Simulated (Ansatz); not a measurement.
# CdSeS3: the cost of one run

Program: Ansatz 0.2.0. Level of theory: DFT PBE, scalar-relativistic, plane waves, PAW. These are calculated values, not measurements.

## 1. The structure to begin with

It takes space group R-3m (No. 166, trigonal). The conventional cell has a = 6.736 Å, b = 6.736 Å, c = 8.336 Å, α = 90.00°, β = 90.00°, γ = 120.00°. Cd (site symmetry -3m) has 6 S at 2.39 Å as nearest neighbours. Around Se (site symmetry -3m) lie 12 S at 3.37 to 3.39 Å. S (site symmetry 2/m) is surrounded by 2 Cd at 2.39 Å.

Coordinates:

```
CELL_PARAMETERS angstrom
3.36793 1.94448 2.77875
-3.36793 1.94448 2.77875
0.00000 -3.88896 2.77875
ATOMIC_POSITIONS crystal
Cd 0.50000 0.50000 0.50000
Se 0.00000 0.00000 0.00000
S 0.00000 0.50000 0.50000
S 0.50000 0.00000 0.50000
S 0.50000 0.50000 0.00000
```

Recipe of the guess: species swapped into a database cell of FeBiO3 (R-3m, No. 166), with Cd on the Fe sites, Se on the Bi sites and S on the O sites. The dimensions are guesses.

## 2. Probe: one point on a coarse mesh

File input.yaml:

```yaml
crystal:
  lattice:
    - [3.36793384, 1.94447751, 2.77875427]
    - [-3.36793384, 1.94447751, 2.77875427]
    - [0.0, -3.88895502, 2.77875427]
  atoms:
    - { symbol: Cd, position: [0.5, 0.5, 0.5] }
    - { symbol: Se, position: [0.0, 0.0, 0.0] }
    - { symbol: S, position: [0.0, 0.5, 0.5] }
    - { symbol: S, position: [0.5, 0.0, 0.5] }
    - { symbol: S, position: [0.5, 0.5, 0.0] }
basis:
  ecutwfc: 420
kpoints:
  mp_grid: { grid: [6, 6, 6] }
hamiltonian:
  xc: pbe
scf:
  occupations: { method: gaussian, width: 0.1 }
  lower_state_search: "off"
output:
  forces: true
  stress: true
  eigenvalues: true
```

Launch:

```console
$ ansatz run input.yaml --threads 1 --pin off --max-ram 2560MiB --backend cpu --events-out ev --progress --plain --runs-dir out
```

**Question.** How long does this run take on 1 thread of Arm Neoverse V2, shared host, and how much memory does it need?

About 5.5 s, with a peak of 0.4 GiB.
